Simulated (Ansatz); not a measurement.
**A decomposition energy, worked out: Na2H3**

These are results of DFT PBE, scalar-relativistic, plane waves, PAW (Ansatz), not measurements. Settings: cutoff 420 eV, Γ-centred meshes spaced at most about 0.3 Å⁻¹, and about 0.25 Å⁻¹ or finer for metals (2π included), Gaussian smearing. No spin polarisation.

Energies over the elements count from the elements' standard structures at the same level (H₂ as a molecule), with no fitted energy shifts.

These are static total energies at zero pressure. With hydrogen, zero-point motion can shift formation energies by some tens of meV/atom.

A trial structure of Na2H3 (reached from: ordered vacancies on the anion sites of rhenium trioxide, changed on relaxing; relaxed: space group P4/mmm (No. 123), a = 3.543 Å, c = 7.084 Å) has a formation energy of 0.405 eV/atom. At its composition the lowest mixture among the elements and 1 reference phase computed alike (others may be missing) consists of these:

| phase | source | ΔE_f (eV/atom) |
| --- | --- | --- |
| H2 (gas) | element | 0.000 |
| NaH (Fm-3m) | COD | -0.196 |

Question: Write the balanced decomposition and find its energy per atom, per formula unit and per mole of formula units.

Answer: Balancing Na and H gives 2 Na2H3 → H2 + 4 NaH. The left side holds 10 atoms, and the products take 2/10 (H2) and 8/10 (NaH) of them. The mixture therefore lies at 2/10 × (0.000) + 8/10 × (-0.196) = -0.157 eV/atom. The reaction energy is -0.157 − (0.405) = -0.562 eV/atom. Times 5 atoms that is -2.810 eV per Na2H3, and times 96.485 it is -271 kJ per mole of Na2H3. Decomposition is downhill, so the trial structure is unstable against this mixture. Entropy of the gas would favour the products further at finite temperature.
